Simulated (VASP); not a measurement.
# Ba (P6/mmm) in VASP: notebook

Runs on Ba. Level: LDA. Tasks: single point.

Everything below comes from runs of VASP 6.6.1. Logs are shortened: lines on timing, memory, paths and dates and some standing lists are left out, and cuts for length are marked.

### Step 1. The structure

The structure is hexagonal, space group P6/mmm (No. 191). The conventional cell has a = 4.312 Å, b = 4.312 Å, c = 3.913 Å, α = 90.00°, β = 90.00°, γ = 120.00°. Ba (site symmetry 6/mmm) has 8 Ba at 3.91 to 4.31 Å as nearest neighbours.

This isn't the form of Ba at room conditions, which is bcc.

### Step 2. Single point, LDA

File INCAR:

```
SYSTEM = Ba
ADDGRID = .False.
ALGO = Normal
EDIFF = 1E-6
ENCUT = 450
GGA = CA
ISIF = 2
ISMEAR = 1
LASPH = .True.
LCHARG = .False.
LREAL = .False.
LWAVE = .False.
NBANDS = 11
NELM = 100
PREC = Accurate
SIGMA = 0.2
```

File KPOINTS:

```
k-points
0
Gamma
  10 10 10
  0 0 0
```

File POSCAR:

```
Ba
1.0
    4.3116136979      0.0000000000      0.0000000000
   -2.1558068490      3.7339669937      0.0000000000
    0.0000000000      0.0000000000      3.9134133000
Ba
1
Direct
    0.0000000000      0.0000000000      0.0000000000
```

Potentials or basis: VASP PAW LDA potentials, release 64 (Ba_sv).

Command:

```sh
$ cat potpaw_LDA.64/Ba_sv/POTCAR > POTCAR
$ mpirun -np 1 vasp_std > vasp.out
```

OUTCAR:

```text
SYSTEM = Ba
   EDIFF = 1E-6
   ENCUT = 450
   GGA = CA
   ISIF = 2
   ISMEAR = 1
   LASPH = .True.
   LREAL = .False.
   NELM = 100
   PREC = Accurate

 Found     84 irreducible k-points:

 Following reciprocal coordinates:
            Coordinates               Weight
  0.000000  0.000000  0.000000      1.000000
  0.100000  0.000000  0.000000      6.000000
  0.200000  0.000000  0.000000      6.000000
  0.300000  0.000000  0.000000      6.000000
  0.400000  0.000000  0.000000      6.000000
  0.500000  0.000000  0.000000      3.000000
   k-points           NKPTS =     84   k-points in BZ     NKDIM =     84   number of bands    NBANDS=     11
   number of dos      NEDOS =    301   number of ions     NIONS =      1
   total plane-waves  NPLWV =  25200
   dimension x,y,z NGX =    30 NGY =   30 NGZ =   28
   dimension x,y,z NGXF=    60 NGYF=   60 NGZF=   56
   ions per type =               1
   NGX,Y,Z   is equivalent  to a cutoff of  11.57, 11.57, 11.89 a.u.
   NGXF,Y,Z  is equivalent  to a cutoff of  23.13, 23.13, 23.79 a.u.
 SYSTEM =  Ba
   PREC   = accura    normal or accurate (medium, high low for compatibility)
   ISTART =      0    job   : 0-new  1-cont  2-samecut
   ICHARG =      2    charge: 1-file 2-atom 10-const
   ISPIN  =      1    spin polarized calculation?
   LNONCOLLINEAR =      F non collinear calculations
   LSORBIT =      F    spin-orbit coupling
   LASPH  =      T    aspherical Exc in radial PAW
   ENCUT  =  450.0 eV  33.07 Ry    5.75 a.u.   7.46  7.46  6.77*2*pi/ulx,y,z
   NELM   =    100;   NELMIN=  2; NELMDL= -5     # of ELM steps
   EDIFF  = 0.1E-05   stopping-criterion for ELM
   LREAL  =      F    real-space projection
   EDIFFG = 0.1E-04   stopping-criterion for IOM
   NSW    =      0    number of steps for IOM
   IBRION =     -1    ionic relax: 0-MD 1-quasi-New 2-CG
   NFREE  =      0    steps in history (QN), initial steepest desc. (CG)
   ISIF   =      2    stress and relaxation
   ISYM   =      2    0-nonsym 1-usesym 2-fastsym
   POTIM  = 0.5000    time-step for ionic-motion
   TEBEG  =    0.0;   TEEND  =   0.0 temperature during run
   PSTRESS=    0.0 pullay stress
   NELECT =      10.0000    total number of electrons
   NUPDOWN=      -1.0000    fix difference up-down
   EMIN   =  10.00;   EMAX   =-10.00  energy-range for DOS
   EFERMI =   0.00;   METHOD = LEGACY
   ISMEAR =     1;   SIGMA  =   0.20  broadening in eV -4-tet -1-fermi 0-gaus
   EFERMI_NEDOS =   21; number of points for ismear=-14 and -15
   IALGO  =     38    algorithm
   IMIX   =      4    mixing-type and parameters
     AMIX     =   0.40;   BMIX     =  1.00
     AMIX_MAG =   1.60;   BMIX_MAG =  1.00
  volume/ion in A,a.u.               =      63.00       425.17
  Fermi-wavevector in a.u.,A,eV,Ry     =   0.886379  1.675014 10.689660  0.785668
  Thomas-Fermi vector in A             =   2.007537
   LORBIT       =      0    0 simple, 1 ext, 2 COOP (PROOUT), +10 PAW based schemes
   GGA     = CA    functional components
   LHFCALC =     F    Hartree Fock is set to
   AEXX    =    0.0000 exact exchange contribution
   IVDW    =     0    specifies the selected vdW correction
   LEPSILON=     F    determine dielectric tensor
   LRPA    =     F    only Hartree local field effects (RPA)
 non-spin polarized calculation
 Methfessel and Paxton  Order N= 1 SIGMA  =   0.20
  energy-cutoff  :      450.00
  volume of cell :       63.00
 maximum number of plane-waves:      1392
 NGX is ok and might be reduce to    30
   NGX = 15   NGY = 15   NGZ = 13

 number of electron      10.0000000 magnetization

 Free energy of the ion-electron system (eV)
  ---------------------------------------------------
  ext. energy  EPLUGINS =         0.00000000
  ---------------------------------------------------
  free energy    TOTEN  =        -2.03610340 eV

  energy without entropy =       -2.04553768  energy(sigma->0) =       -2.03924816

 E-fermi :   1.4850     XC(G=0):  -7.6060

 val. band max:        1.4618402858   @ k =   0.4000   0.0000   0.3000
 cond. band min:       1.5003598443   @ k =   0.5000   0.0000   0.4000
 fundamental gap:      0.0385195585
 Fermi energy:         1.4850090973

 k-point     1 :       0.0000    0.0000    0.0000
  band No.  band energies     occupation
      1     -27.5931      2.00000
      2     -12.5348      2.00000
      3     -12.5348      2.00000
      4     -12.4237      2.00000
      5      -1.2739      2.00000
      6       1.4471      1.31440
      7       3.0721     -0.00000
      8       3.0721     -0.00000
      9       6.2589      0.00000
     10       6.2589      0.00000
     11       7.5377      0.00000

 k-point     2 :       0.1000    0.0000    0.0000
  band No.  band energies     occupation
      1     -27.5891      2.00000
      2     -12.5858      2.00000
      3     -12.5462      2.00000
      4     -12.4187      2.00000
      5      -1.1034      2.00000
      6       1.5187      0.71903
      7       2.8204     -0.00000
      8       3.2435     -0.00000
      9       5.9332      0.00000
     10       6.2143      0.00000
     11       8.0529      0.00000

 k-point     3 :       0.2000    0.0000    0.0000
  band No.  band energies     occupation
      1     -27.5785      2.00000
      2     -12.7155      2.00000
      3     -12.5757      2.00000
      4     -12.4055      2.00000
      5      -0.6455      2.00000
      6       1.6837     -0.04887
      7       2.3721     -0.00000
      8       3.7444     -0.00000
      9       5.3331     -0.00000
     10       6.1022      0.00000
     11       8.7067      0.00000

 k-point     4 :       0.3000    0.0000    0.0000
  band No.  band energies     occupation
      1     -27.5653      2.00000
      2     -12.8692      2.00000
      3     -12.6116      2.00000
      4     -12.3890      2.00000
      5      -0.0662      2.00000
      6       1.6765     -0.04030
      7       2.2792     -0.00000
      8       4.5308     -0.00000
      9       4.8051     -0.00000
     10       5.9721      0.00000
     11       7.8072      0.00000

 k-point     5 :       0.4000    0.0000    0.0000
  band No.  band energies     occupation
      1     -27.5546      2.00000
      2     -12.9887      2.00000
      3     -12.6403      2.00000
      4     -12.3757      2.00000
      5       0.3506      2.00000
      6       1.6462      0.01698
      7       2.4444     -0.00000
      8       4.4625     -0.00000
      9       5.4969      0.00000
     10       5.8729      0.00000
     11       7.3524      0.00000

 k-point     6 :       0.5000    0.0000    0.0000
  band No.  band energies     occupation
      1     -27.5505      2.00000
      2     -13.0332      2.00000
      3     -12.6512      2.00000
      4     -12.3705      2.00000
      5       0.4578      2.00000
      6       1.7393     -0.07029
      7       2.4847     -0.00000
      8       4.3447     -0.00000
      9       5.8363      0.00000
     10       6.1636      0.00000
     11       7.3152      0.00000

 [... further k-points ...]

------------------------ aborting loop because EDIFF is reached ----------------------------------------

  FORCE on cell =-STRESS in cart. coord.  units (eV):
  Direction    XX          YY          ZZ          XY          YZ          ZX
  --------------------------------------------------------------------------------------
  -------------------------------------------------------------------------------------
  Total       -0.6337099     -0.6337099     -0.3020743      0.0000000      0.0000000     -0.0000000
  in kB      -16.1151759    -16.1151759     -7.6817170      0.0000000      0.0000000     -0.0000000
  external PRESSURE =     -13.3040230 kB  Pullay stress =       0.0000000 kB

 VOLUME and BASIS-vectors are now :
 -----------------------------------------------------------------------------
  energy-cutoff  :      450.00
  volume of cell :       63.00
      direct lattice vectors                 reciprocal lattice vectors
     4.311613698  0.000000000  0.000000000     0.231931724  0.133905844  0.000000000
    -2.155806849  3.733966994  0.000000000     0.000000000  0.267811687  0.000000000
     0.000000000  0.000000000  3.913413300     0.000000000  0.000000000  0.255531405

 POSITION                                       TOTAL-FORCE (eV/Angst)
 -----------------------------------------------------------------------------------
      0.00000      0.00000      0.00000         0.000000      0.000000      0.000000
 -----------------------------------------------------------------------------------
    total drift:                               -0.000000      0.000000     -0.000000

  FREE ENERGIE OF THE ION-ELECTRON SYSTEM (eV)
  ---------------------------------------------------
  free  energy   TOTEN  =        -2.0361034046 eV

  energy  without entropy=       -2.0455376803  energy(sigma->0) =       -2.03924816
```

Wall time 12 s (1 thread of Intel Xeon 6975P-C (Granite Rapids), shared host); peak memory 0.17 GiB.

These settings aren't checked as converged: the numbers below hold their error.

Results:

```yaml
Free_energy: -2.0361 eV
Pressure: -1.3 GPa
Band_gap_on_the_k_mesh: none (metal or under the smearing width)
```

### Step 3. Single point, LDA

INCAR is that of step 2.

KPOINTS is that of step 2.

File POSCAR:

```
Ba
1.0
    4.3404360000      0.0427450000      0.0778240000
   -2.1332000000      3.6827230000     -0.0419260000
    0.0706370000     -0.0031590000      3.9204320000
Ba
1
Direct
    0.0107920000      0.0146870000     -0.0229320000
```

Potentials or basis: VASP PAW LDA potentials, release 64 (Ba_sv).

Command:

```sh
$ cat potpaw_LDA.64/Ba_sv/POTCAR > POTCAR
$ mpirun -np 1 vasp_std > vasp.out
```

Run time: 70 s. Hardware: 1 thread of Intel Xeon 6975P-C (Granite Rapids), shared host; peak memory 0.37 GiB.

The run converged, but some of its settings lie outside the range that counts as converged, so its numbers aren't taken as properties of the crystal.

Results:

* Free energy: -2.0366 eV
* Pressure: -1.3 GPa
* Band gap on the k mesh: none (metal or under the smearing width)
